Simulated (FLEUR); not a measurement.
# HgTe (Coloradoite) (F-43m) in FLEUR: a series of runs

The runs below take HgTe (Coloradoite) through band structure, equation of state, with SCAN, PBEsol.

Program: FLEUR MaX-R8.1 (later development tree). These are calculated values, not measurements. Logs are shortened: lines on timing, memory, paths and dates and some standing lists are left out, and cuts for length are marked.

**What was measured.**

From a printed reference work, monograph, for a bulk crystal of HgTe: bulk modulus 43 GPa.

How close the calculation comes is told below.

### 1 Starting point

Symmetry: F-43m, No. 216, cubic system. Conventional cell: a = 6.429 Å, b = 6.429 Å, c = 6.429 Å, α = 90.00°, β = 90.00°, γ = 90.00°. Hg (site symmetry -43m) has 4 Te at 2.78 Å as nearest neighbours. Around Te (site symmetry -43m) lie 4 Hg at 2.78 Å.

### 2 Band structure, SCAN

inp.xml reads:

```xml
<?xml version="1.0" encoding="UTF-8" standalone="no"?>
<fleurInput fleurInputVersion="0.39">
   <comment>
      HgTe                                                                                                
   </comment>
   <calculationSetup>
      <cutoffs Kmax="4.14" Gmax="12.8" GmaxXC="12.8" numbands="0"/>
      <scfLoop itmax="80" minDistance="0.0001" maxIterBroyd="30" imix="Anderson" alpha="0.05" precondParam="0.0" spinf="2.0" sdNocoIR="T"/>
      <coreElectrons ctail="F" frcor="F" kcrel="0" coretail_lmax="0"/>
      <xcFunctional name="LibXC" relativisticCorrections="F">
         <LibXCName exchange="mgga_x_scan" correlation="mgga_c_scan"/>
         <AuxGGA exchange="117" correlation="130"/>
      </xcFunctional>
      <magnetism jspins="1"/>
      <soc l_soc="F" theta="0.0" phi="0.0" spav="F"/>
      <expertModes spex="0" secvar="F"/>
      <geometryOptimization l_f="F" forcealpha="1.0" forcemix="BFGS" epsdisp="0.00001" epsforce="0.00001"/>
      <ldaU l_linMix="F" mixParam="0.05" spinf="1.0"/>
   </calculationSetup>
   <cell>
      <bzIntegration valenceElectrons="42.0" mode="hist" fermiSmearingEnergy="0.00183747">
         <kPointListSelection listName="default-1"/>
         <!-- k-points included here -->
[... 35 lines left out ...]
         </electronConfig>
         <energyParameters s="5" p="5" d="5" f="4"/>
         <lo type="SCLO" l="1" n="4" eDeriv="0"/>
         <lo type="SCLO" l="1" n="4" eDeriv="1"/>
         <lo type="SCLO" l="2" n="4" eDeriv="0"/>
         <lo type="SCLO" l="2" n="4" eDeriv="1"/>
         <lo type="SCLO" l="0" n="5" eDeriv="2"/>
         <lo type="SCLO" l="3" n="4" eDeriv="2"/>
      </species>
   </atomSpecies>
   <atomGroups>
      <atomGroup species="Mercury (Hg)">
         <relPos label="                   1">.0000000000 .0000000000 .0000000000</relPos>
         <force calculate="T" relaxXYZ="TTT"/>
      </atomGroup>
      <atomGroup species="Tellurium (Te)">
         <relPos label="                   2">-1.000/4.000 -1.000/4.000 -1.000/4.000</relPos>
         <force calculate="T" relaxXYZ="TTT"/>
      </atomGroup>
   </atomGroups>
   <output dos="F" band="F" slice="F">
      <checks vchk="F" cdinf="F"/>
      <bandDOS minEnergy="-.5*Htr" maxEnergy="0.5*Htr" sigma="0.015" storeEVData="T"/>
      <vacuumDOS vacdos="F" integ="F" star="F" nstars="0" locx1="0.0" locy1="0.0" locx2="0.0" locy2="0.0" nstm="0" tworkf="0.0"/>
      <unfoldingBand unfoldBand="F" supercellX="1" supercellY="1" supercellZ="1"/>
      <plotting iplot="0" polar="F">
         <plot TwoD="T" vec1="  1.0  0.0  0.0" vec2="  0.0  1.0  0.0" vec3="  0.0  0.0  1.0" zero="  0.0  0.0  0.0" file="plot"/>
      </plotting>
      <chargeDensitySlicing numkpt="0" minEigenval="0.0" maxEigenval="0.0" nnne="0" pallst="F"/>
      <specialOutput eonly="F"/>
      <moessbauerParams electricFieldGradient="T" isomerShift="T" coreHyperfine="T" valenceHyperfine="T"/>
      <magneticCircularDichroism mcd="F" energyLo="-10.0" energyUp="0.0"/>
   </output>
  <!-- We include the file relax.xml here to enable relaxations (see documentation) -->
  <xi:include xmlns:xi="http://www.w3.org/2001/XInclude" href="relax.xml"> <xi:fallback/> </xi:include>
</fleurInput>
```

crystal.txt reads:

```
HgTe
&input cartesian=F /
0.0000000000  3.2145000000  3.2145000000
3.2145000000  0.0000000000  3.2145000000
3.2145000000  3.2145000000  0.0000000000
1.8897261246
1.0 1.0 1.0

2
80 0.0000000000  0.0000000000  0.0000000000
52 0.7500000000  0.7500000000  0.7500000000

&kpt div1=7 div2=7 div3=7 gamma=T /
```

inp.xml (bands) reads:

```
<?xml version="1.0" encoding="UTF-8" standalone="no"?>
<fleurInput fleurInputVersion="0.39">
   <comment>
      HgTe                                                                                                
   </comment>
   <calculationSetup>
      <cutoffs Kmax="4.14" Gmax="12.8" GmaxXC="12.8" numbands="0"/>
      <scfLoop itmax="80" minDistance="0.0001" maxIterBroyd="30" imix="Anderson" alpha="0.05" precondParam="0.0" spinf="2.0" sdNocoIR="T"/>
      <coreElectrons ctail="F" frcor="F" kcrel="0" coretail_lmax="0"/>
      <xcFunctional name="LibXC" relativisticCorrections="F">
         <LibXCName exchange="mgga_x_scan" correlation="mgga_c_scan"/>
         <AuxGGA exchange="117" correlation="130"/>
      </xcFunctional>
      <magnetism jspins="1"/>
      <soc l_soc="F" theta="0.0" phi="0.0" spav="F"/>
      <expertModes spex="0" secvar="F"/>
      <geometryOptimization l_f="F" forcealpha="1.0" forcemix="BFGS" epsdisp="0.00001" epsforce="0.00001"/>
      <ldaU l_linMix="F" mixParam="0.05" spinf="1.0"/>
   </calculationSetup>
   <cell>
      <bzIntegration valenceElectrons="42.0" mode="hist" fermiSmearingEnergy="0.00183747">
         <kPointListSelection listName="path-1"/>
         <!-- k-points included here -->
[... 35 lines left out ...]
         </electronConfig>
         <energyParameters s="5" p="5" d="5" f="4"/>
         <lo type="SCLO" l="1" n="4" eDeriv="0"/>
         <lo type="SCLO" l="1" n="4" eDeriv="1"/>
         <lo type="SCLO" l="2" n="4" eDeriv="0"/>
         <lo type="SCLO" l="2" n="4" eDeriv="1"/>
         <lo type="SCLO" l="0" n="5" eDeriv="2"/>
         <lo type="SCLO" l="3" n="4" eDeriv="2"/>
      </species>
   </atomSpecies>
   <atomGroups>
      <atomGroup species="Mercury (Hg)">
         <relPos label="                   1">.0000000000 .0000000000 .0000000000</relPos>
         <force calculate="T" relaxXYZ="TTT"/>
      </atomGroup>
      <atomGroup species="Tellurium (Te)">
         <relPos label="                   2">-1.000/4.000 -1.000/4.000 -1.000/4.000</relPos>
         <force calculate="T" relaxXYZ="TTT"/>
      </atomGroup>
   </atomGroups>
   <output dos="F" band="T" slice="F">
      <checks vchk="F" cdinf="F"/>
      <bandDOS minEnergy="-.5*Htr" maxEnergy="0.5*Htr" sigma="0.015" storeEVData="T"/>
      <vacuumDOS vacdos="F" integ="F" star="F" nstars="0" locx1="0.0" locy1="0.0" locx2="0.0" locy2="0.0" nstm="0" tworkf="0.0"/>
      <unfoldingBand unfoldBand="F" supercellX="1" supercellY="1" supercellZ="1"/>
      <plotting iplot="0" polar="F">
         <plot TwoD="T" vec1="  1.0  0.0  0.0" vec2="  0.0  1.0  0.0" vec3="  0.0  0.0  1.0" zero="  0.0  0.0  0.0" file="plot"/>
      </plotting>
      <chargeDensitySlicing numkpt="0" minEigenval="0.0" maxEigenval="0.0" nnne="0" pallst="F"/>
      <specialOutput eonly="F"/>
      <moessbauerParams electricFieldGradient="T" isomerShift="T" coreHyperfine="T" valenceHyperfine="T"/>
      <magneticCircularDichroism mcd="F" energyLo="-10.0" energyUp="0.0"/>
   </output>
  <!-- We include the file relax.xml here to enable relaxations (see documentation) -->
  <xi:include xmlns:xi="http://www.w3.org/2001/XInclude" href="relax.xml"> <xi:fallback/> </xi:include>
</fleurInput>
```

Potentials or basis: all-electron, FLAPW.

Run with:

```sh
$ inpgen -f crystal.txt -profile fastHighL
$ # inp.xml edited to the form shown
$ fleur_MPI
$ fleur_MPI   # second run, on inp.xml (bands)
```

The log of the run:

```text
Welcome to FLEUR        (www.flapw.de)
      MaX-Release 8.1          (www.max-centre.eu)
 func_ids         267         263         267         263
 MetaGGA potential functional detected - V_tau will be computed
 Auxiliary Potential for radial basis: exchange=         117  correlation=         130
The functional 'SCAN exchange of Sun, Ruzsinszky, and Perdew' is an exchange functional, it belongs to the 'MGGA' family and is defined in the reference(s):
[1] J. Sun, A. Ruzsinszky, and J. P. Perdew.,  Phys. Rev. Lett. 115, 036402 (2015)
The functional 'SCAN correlation of Sun, Ruzsinszky, and Perdew' is a correlation functional, it belongs to the 'MGGA' family and is defined in the reference(s):
[1] J. Sun, A. Ruzsinszky, and J. P. Perdew.,  Phys. Rev. Lett. 115, 036402 (2015)
 Using same functional for VXC and EXC

 ========== k-point set info ==========
 Selected k-point list: default-1
 k-point list type: mesh
 7 x 7 x 7
 Number of k points: 20

 ------------Calculation Setup---------------------------
 Number of MPI-tasks      :            1
 Number of PE/node        :            1
 Number of OMP-threads    :            1
 Most efficient MPI parallelization for:
           1           2           4           5          10          20
 Additional eigenvalue parallelization possible
 Number of basis functions:          632
 Approximate size of matrices (H+S) per k-point:         0.012 GB
 --------------------------------------------------------
The functional 'Hammer, Hansen, and Norskov' is an exchange functional, it belongs to the 'GGA' family and is defined in the reference(s):
[... 6 lines left out ...]
 Reset of history
 Reset of history
 Iteration:     1   Distance:      37.36878687 me/bohr^3
The functional 'Hammer, Hansen, and Norskov' is an exchange functional, it belongs to the 'GGA' family and is defined in the reference(s):
[1] B. Hammer, L. B. Hansen, and J. K. Nørskov.,  Phys. Rev. B 59, 7413 (1999)
The functional 'Perdew, Burke & Ernzerhof' is a correlation functional, it belongs to the 'GGA' family and is defined in the reference(s):
[1] J. P. Perdew, K. Burke, and M. Ernzerhof.,  Phys. Rev. Lett. 77, 3865 (1996)
[2] J. P. Perdew, K. Burke, and M. Ernzerhof.,  Phys. Rev. Lett. 78, 1396 (1997)
 Using same functional for VXC and EXC
 Iteration:     2   Distance:      35.57119197 me/bohr^3
The functional 'Hammer, Hansen, and Norskov' is an exchange functional, it belongs to the 'GGA' family and is defined in the reference(s):
[1] B. Hammer, L. B. Hansen, and J. K. Nørskov.,  Phys. Rev. B 59, 7413 (1999)
The functional 'Perdew, Burke & Ernzerhof' is a correlation functional, it belongs to the 'GGA' family and is defined in the reference(s):
[1] J. P. Perdew, K. Burke, and M. Ernzerhof.,  Phys. Rev. Lett. 77, 3865 (1996)
[2] J. P. Perdew, K. Burke, and M. Ernzerhof.,  Phys. Rev. Lett. 78, 1396 (1997)
 Using same functional for VXC and EXC
 Iteration:     3   Distance:      33.77841487 me/bohr^3
The functional 'Hammer, Hansen, and Norskov' is an exchange functional, it belongs to the 'GGA' family and is defined in the reference(s):
[1] B. Hammer, L. B. Hansen, and J. K. Nørskov.,  Phys. Rev. B 59, 7413 (1999)
The functional 'Perdew, Burke & Ernzerhof' is a correlation functional, it belongs to the 'GGA' family and is defined in the reference(s):
[1] J. P. Perdew, K. Burke, and M. Ernzerhof.,  Phys. Rev. Lett. 77, 3865 (1996)
[2] J. P. Perdew, K. Burke, and M. Ernzerhof.,  Phys. Rev. Lett. 78, 1396 (1997)
 Using same functional for VXC and EXC
 Iteration:     4   Distance:       3.60446033 me/bohr^3
The functional 'Hammer, Hansen, and Norskov' is an exchange functional, it belongs to the 'GGA' family and is defined in the reference(s):
[1] B. Hammer, L. B. Hansen, and J. K. Nørskov.,  Phys. Rev. B 59, 7413 (1999)
The functional 'Perdew, Burke & Ernzerhof' is a correlation functional, it belongs to the 'GGA' family and is defined in the reference(s):
[1] J. P. Perdew, K. Burke, and M. Ernzerhof.,  Phys. Rev. Lett. 77, 3865 (1996)
[2] J. P. Perdew, K. Burke, and M. Ernzerhof.,  Phys. Rev. Lett. 78, 1396 (1997)
 Using same functional for VXC and EXC
 Iteration:     5   Distance:       1.46402774 me/bohr^3
The functional 'Hammer, Hansen, and Norskov' is an exchange functional, it belongs to the 'GGA' family and is defined in the reference(s):
[1] B. Hammer, L. B. Hansen, and J. K. Nørskov.,  Phys. Rev. B 59, 7413 (1999)
The functional 'Perdew, Burke & Ernzerhof' is a correlation functional, it belongs to the 'GGA' family and is defined in the reference(s):
[1] J. P. Perdew, K. Burke, and M. Ernzerhof.,  Phys. Rev. Lett. 77, 3865 (1996)
[2] J. P. Perdew, K. Burke, and M. Ernzerhof.,  Phys. Rev. Lett. 78, 1396 (1997)
 Using same functional for VXC and EXC
 Iteration:     6   Distance:       0.83151422 me/bohr^3
The functional 'Hammer, Hansen, and Norskov' is an exchange functional, it belongs to the 'GGA' family and is defined in the reference(s):
[1] B. Hammer, L. B. Hansen, and J. K. Nørskov.,  Phys. Rev. B 59, 7413 (1999)
The functional 'Perdew, Burke & Ernzerhof' is a correlation functional, it belongs to the 'GGA' family and is defined in the reference(s):
[1] J. P. Perdew, K. Burke, and M. Ernzerhof.,  Phys. Rev. Lett. 77, 3865 (1996)
[2] J. P. Perdew, K. Burke, and M. Ernzerhof.,  Phys. Rev. Lett. 78, 1396 (1997)
 Using same functional for VXC and EXC
[... 47 lines left out ...]
[2] J. P. Perdew, K. Burke, and M. Ernzerhof.,  Phys. Rev. Lett. 78, 1396 (1997)
 Using same functional for VXC and EXC
 Iteration:    14   Distance:       0.00139040 me/bohr^3
The functional 'Hammer, Hansen, and Norskov' is an exchange functional, it belongs to the 'GGA' family and is defined in the reference(s):
[1] B. Hammer, L. B. Hansen, and J. K. Nørskov.,  Phys. Rev. B 59, 7413 (1999)
The functional 'Perdew, Burke & Ernzerhof' is a correlation functional, it belongs to the 'GGA' family and is defined in the reference(s):
[1] J. P. Perdew, K. Burke, and M. Ernzerhof.,  Phys. Rev. Lett. 77, 3865 (1996)
[2] J. P. Perdew, K. Burke, and M. Ernzerhof.,  Phys. Rev. Lett. 78, 1396 (1997)
 Using same functional for VXC and EXC
 Iteration:    15   Distance:       0.00060624 me/bohr^3
The functional 'Hammer, Hansen, and Norskov' is an exchange functional, it belongs to the 'GGA' family and is defined in the reference(s):
[1] B. Hammer, L. B. Hansen, and J. K. Nørskov.,  Phys. Rev. B 59, 7413 (1999)
The functional 'Perdew, Burke & Ernzerhof' is a correlation functional, it belongs to the 'GGA' family and is defined in the reference(s):
[1] J. P. Perdew, K. Burke, and M. Ernzerhof.,  Phys. Rev. Lett. 77, 3865 (1996)
[2] J. P. Perdew, K. Burke, and M. Ernzerhof.,  Phys. Rev. Lett. 78, 1396 (1997)
 Using same functional for VXC and EXC
 Iteration:    16   Distance:       0.00042155 me/bohr^3
The functional 'Hammer, Hansen, and Norskov' is an exchange functional, it belongs to the 'GGA' family and is defined in the reference(s):
[1] B. Hammer, L. B. Hansen, and J. K. Nørskov.,  Phys. Rev. B 59, 7413 (1999)
The functional 'Perdew, Burke & Ernzerhof' is a correlation functional, it belongs to the 'GGA' family and is defined in the reference(s):
[1] J. P. Perdew, K. Burke, and M. Ernzerhof.,  Phys. Rev. Lett. 77, 3865 (1996)
[2] J. P. Perdew, K. Burke, and M. Ernzerhof.,  Phys. Rev. Lett. 78, 1396 (1997)
 Using same functional for VXC and EXC
 Iteration:    17   Distance:       0.00015631 me/bohr^3
The functional 'Hammer, Hansen, and Norskov' is an exchange functional, it belongs to the 'GGA' family and is defined in the reference(s):
[1] B. Hammer, L. B. Hansen, and J. K. Nørskov.,  Phys. Rev. B 59, 7413 (1999)
The functional 'Perdew, Burke & Ernzerhof' is a correlation functional, it belongs to the 'GGA' family and is defined in the reference(s):
[1] J. P. Perdew, K. Burke, and M. Ernzerhof.,  Phys. Rev. Lett. 77, 3865 (1996)
[2] J. P. Perdew, K. Burke, and M. Ernzerhof.,  Phys. Rev. Lett. 78, 1396 (1997)
 Using same functional for VXC and EXC
 Iteration:    18   Distance:       0.00003814 me/bohr^3

 ********************************************************************
 Run finished successfully
 Stop message:
   all done
 ********************************************************************
```

Run time: 2.5 min. Hardware: 1 thread of Intel Xeon at 2.70GHz, shared host; peak memory 0.11 GiB.

Results:

| Quantity | Value |
| --- | --- |
| Free energy | -719963.5616 eV |
| Band gap along the path | none (metal or under the smearing width) |
| Valence electrons inside the program's atomic spheres | Hg 17.89; Te 19.70 (radii Hg 2.37, Te 2.51 bohr) |

Levels at the corners of the path, in eV from the Fermi level:
| point | band 19 | band 20 | band 21 | band 22 | band 23 | band 24 |
| --- | --- | --- | --- | --- | --- | --- |
| Γ | -0.95 | -0.04 | -0.04 | -0.04 | 4.16 | 4.16 |
| X | -5.95 | -2.53 | -2.53 | 1.84 | 2.44 | 8.50 |
| W | -6.07 | -2.96 | -2.80 | 3.14 | 4.74 | 5.32 |
| K | -5.99 | -3.21 | -2.12 | 2.20 | 4.07 | 7.17 |
| Γ | -0.95 | -0.04 | -0.04 | -0.04 | 4.16 | 4.16 |
| L | -5.99 | -1.14 | -1.14 | 0.55 | 5.07 | 5.07 |
| U | -5.99 | -3.21 | -2.12 | 2.20 | 4.07 | 7.17 |
| W | -6.07 | -2.96 | -2.80 | 3.14 | 4.74 | 5.32 |
| L | -5.99 | -1.14 | -1.14 | 0.55 | 5.07 | 5.07 |
| K | -5.99 | -3.21 | -2.12 | 2.20 | 4.07 | 7.17 |
| U | -5.99 | -3.21 | -2.12 | 2.20 | 4.07 | 7.17 |
| X | -5.95 | -2.53 | -2.53 | 1.84 | 2.44 | 8.50 |

Core levels (eV from the Fermi level):
| atom | levels |
| --- | --- |
| 1 Hg | 1s1/2 -83048.8, 2s1/2 -14704.2, 2p1/2 -14104.0, 2p3/2 -12156.0, 3s1/2 -3486.7, 3p1/2 -3217.2, 3p3/2 -2785.7, 4s1/2 -764.3, 3d3/2 -2341.1, 3d5/2 -2248.7, 4p1/2 -648.9, 4p3/2 -544.7, 4d3/2 -356.5, 4d5/2 -337.1, 4f5/2 -94.9, 4f7/2 -90.7 |
| 2 Te | 1s1/2 -31604.7, 2s1/2 -4841.4, 2p1/2 -4535.1, 2p3/2 -4260.6, 3s1/2 -960.0, 3p1/2 -834.1, 3p3/2 -783.0, 4s1/2 -159.6, 3d3/2 -561.3, 3d5/2 -550.6 |

Caveat: the meta-GGA is that of a development version, with a GGA for the radial functions and cores and without core tails; spin-orbit coupling is left out, which moves the levels of the heavy elements.

### 3 Equation of state, SCAN, 31.22 Å³/atom (volume scaled by 0.94)

Changes to inp.xml since step 2:

```diff
@@ -6,3 +6,3 @@
    <calculationSetup>
-      <cutoffs Kmax="4.14" Gmax="12.8" GmaxXC="12.8" numbands="0"/>
+      <cutoffs Kmax="4.26" Gmax="13.2" GmaxXC="13.2" numbands="0"/>
       <scfLoop itmax="80" minDistance="0.0001" maxIterBroyd="30" imix="Anderson" alpha="0.05" precondParam="0.0" spinf="2.0" sdNocoIR="T"/>
@@ -27,3 +27,3 @@
       <xi:include xmlns:xi="http://www.w3.org/2001/XInclude" href="sym.xml"> </xi:include>
-      <bulkLattice scale="1.0">
+      <bulkLattice scale="0.9795861087">
          <bravaisMatrix>
@@ -37,3 +37,3 @@
       <species name="Mercury (Hg)" element="Hg" atomicNumber="80">
-         <mtSphere radius="2.37" gridPoints="783" logIncrement="0.017"/>
+         <mtSphere radius="2.3" gridPoints="783" logIncrement="0.017"/>
          <atomicCutoffs lmax="9" lnonsphr="9"/>
@@ -51,3 +51,3 @@
       <species name="Tellurium (Te)" element="Te" atomicNumber="52">
-         <mtSphere radius="2.51" gridPoints="829" logIncrement="0.016"/>
+         <mtSphere radius="2.43" gridPoints="829" logIncrement="0.016"/>
          <atomicCutoffs lmax="10" lnonsphr="10"/>
```

Potentials or basis: all-electron, FLAPW.

Run with:

```sh
$ inpgen -f crystal.txt -profile fastHighL
$ # inp.xml edited to the form shown
$ fleur_MPI
```

Wall time 2.1 min (1 thread of Intel Xeon at 2.70GHz, shared host); peak memory 0.11 GiB.

Results (log left out):

```yaml
Free_energy: -719963.4899 eV
Band_gap_on_the_k_mesh: none (metal or under the smearing width)
Valence_electrons_inside_the_program's_atomic_spheres: Hg 17.70; Te 19.48 (radii Hg 2.3, Te 2.43 bohr)
```

Caveat: the meta-GGA is that of a development version, with a GGA for the radial functions and cores and without core tails.

### 4 Equation of state, SCAN, 35.21 Å³/atom (volume scaled by 1.06)

Changes to inp.xml since step 3:

```diff
@@ -27,3 +27,3 @@
       <xi:include xmlns:xi="http://www.w3.org/2001/XInclude" href="sym.xml"> </xi:include>
-      <bulkLattice scale="0.9795861087">
+      <bulkLattice scale="1.0196128224">
          <bravaisMatrix>
```

Run with:

```sh
$ inpgen -f crystal.txt -profile fastHighL
$ # inp.xml edited to the form shown
$ fleur_MPI
```

Run time: 2 min. Hardware: 1 thread of Intel Xeon at 2.70GHz, shared host; peak memory 0.11 GiB.

The run converged. Its results:

```yaml
Free_energy: -719963.5638 eV
Band_gap_on_the_k_mesh: none (metal or under the smearing width)
Valence_electrons_inside_the_program's_atomic_spheres: Hg 17.64; Te 19.42 (radii Hg 2.3, Te 2.43 bohr)
```

Caveat: the meta-GGA is that of a development version, with a GGA for the radial functions and cores and without core tails.

(Continued in part 2 of 2.)
